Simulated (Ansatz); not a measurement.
This cell of LaAlO₃ (R-3c-perovskite type, space group R-3c) is off equilibrium:

```
LaAlO3
1.0
    2.55376     1.47441     4.14950
   -2.55376     1.47441     4.14950
    0.00000    -2.94883     4.14950
La Al O
2 2 6
Direct
  0.25000   0.25000   0.25000
  0.75000   0.75000   0.75000
  0.00000   0.00000   0.00000
  0.50000   0.50000   0.50000
  0.75132   0.74868   0.25000
  0.25000   0.75132   0.74868
  0.74868   0.25000   0.75132
  0.24868   0.25132   0.75000
  0.75000   0.24868   0.25132
  0.25132   0.75000   0.24868
```

Level of theory: PBE (plane waves to 420 eV, PAW, scalar-relativistic; Ansatz, a quantum-chemistry and plane-wave program). k mesh 8×8×8 (Γ-centred), Fermi-Dirac smearing 0.05 eV. Energies are smeared free energies. Compression counts positive. LaAlO3 is run without spin polarisation. LaAlO3 was relaxed with its symmetry unable to fall.

What is the stress tensor (GPa)?


```
   45.1      0.0      0.0
    0.0     45.1      0.0
    0.0      0.0     47.3
```
The pressure, a third of the trace, is 45.8 GPa.

It is the relaxed cell scaled evenly to V/V₀ = 0.840, atoms relaxed where free. What is its energy relative to the relaxed cell?

217.8 meV/atom.

(A scan under strain: stresses follow from slopes of the energy per volume, elastic moduli from its curvatures.)
